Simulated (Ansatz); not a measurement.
Q: ZrO2 in space group P2_1/c (No. 14; Zr on 4e, O on 4e, O on 4e) is relaxed with DFT-PBE in the program Ansatz with PAW potentials. What lattice parameters of the conventional cell result?

A: a = 5.189 Å, b = 5.242 Å, c = 5.379 Å, β = 99.7°.

Q: Give the free coordinates with the occupied sites.

A: In one choice of origin and axes:

```
atom  site  symmetry       x       y       z
----  ----  --------  ------  ------  ------
Zr      4e         1  0.2757  0.0439  0.2102
O       4e         1  0.0649  0.3262  0.3502
O       4e         1  0.5489  0.2567  0.0247
```

Q: Is it a metal or does it have a gap at this level?

A: A gap of 3.66 eV, indirect.

Symmetry was held in the PBE relaxation. No spin polarisation was allowed. Scalar-relativistic: spin–orbit coupling is off unless named, which matters more the heavier the elements.

Potentials: the earlier of the program's two PAW sets.
